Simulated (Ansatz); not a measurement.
Runs of Ansatz 0.2.0 on CoO. The structure is cubic, space group Fm-3m (No. 225). The conventional cell has a = 4.263 Å, b = 4.263 Å, c = 4.263 Å, α = 90.00°, β = 90.00°, γ = 90.00°. Around Co (site symmetry m-3m) lie 6 O at 2.13 Å. O (site symmetry m-3m) is surrounded by 6 Co at 2.13 Å. 

```tsv
task	level	cell	k mesh	smearing	points for each segment of the path	mesh quality	gap on the mesh (eV)	pressure (GPa)	moment (μB)	relaxed volume (Å³/atom)
band structure	revPBE	as given	11 × 11 × 11	fermi-dirac 0.05 eV	14	not flagged	none	2.6	2.95	-
relaxation of cell and atoms	RPBE+D3(BJ)	relaxed	11 × 11 × 11	fermi-dirac 0.05 eV	-	not flagged	none	0.0	2.94	9.63
relaxation of cell and atoms	PBEsol+D3(BJ)	relaxed	11 × 11 × 11	fermi-dirac 0.05 eV	-	not flagged	none	0.0	2.94	9.61
relaxation of cell and atoms	HSEsol	relaxed	6 × 6 × 6	fermi-dirac 0.05 eV	-	coarse	none	-	(c)	(b)
single point	PBE	as given	11 × 11 × 11	gaussian 0.019 eV	-	not flagged	none	-1.6	2.99	-
relaxation of cell and atoms	PBE+D3(BJ)	relaxed	11 × 11 × 11	fermi-dirac 0.05 eV	-	not flagged	none	0.0	2.92	9.63
single point	PBE	as given	11 × 11 × 11	gaussian 0.012 eV	-	not flagged	none	-1.5	2.99	-
single point	PBE	as given	11 × 11 × 11	gaussian 0.05 eV	-	not flagged	none	-1.7	2.96	-
relaxation of cell and atoms	revPBE+D3(BJ)	relaxed	11 × 11 × 11	fermi-dirac 0.05 eV	-	not flagged	-	0.0	2.94	(d)
single point	PBE	as given	11 × 11 × 11	gaussian 0.029 eV	-	not flagged	none	-1.6	(a)	-
relaxation of cell and atoms	BLYP+D3(BJ)	relaxed	11 × 11 × 11	fermi-dirac 0.05 eV	-	not flagged	-	0.0	2.81	9.65
relaxation of cell and atoms	revPBE	relaxed	11 × 11 × 11	fermi-dirac 0.05 eV	-	not flagged	none	0.0	2.97	9.83
```

Alike in all rows: potentials or basis Ansatz PAW; spin collinear, ferromagnetic start; cutoff (eV) 420.

Problem. Estimate the missing entries.

Solution. (a) 2.98; (b) 8.99; (c) 3.00; (d) 9.64.

Caveats: some runs use coarse meshes; a cell with one magnetic atom can't hold antiferromagnetic order, which such compounds often take; semilocal functionals often make such compounds metallic where correlation or magnetic order opens a gap, which also shifts bond lengths (some runs); the PAW data sets come from PBE, with cores solved anew for the run's functional, which leaves a small shift of forces and pressure (some runs); the plane-wave basis is chosen anew once the cell has moved, so the energies of steps on either side of that aren't comparable (some runs); the potentials were made for another functional, which shifts forces and pressure (some runs); pairwise dispersion overbinds metals, which lowers pressure and volume (some runs); the magnetic or orbital state may not be the lowest (some runs).

A k mesh can miss the band edges.

A gap of «none» marks a metal or a gap under the smearing width.

Not every run made on this cell is shown here.
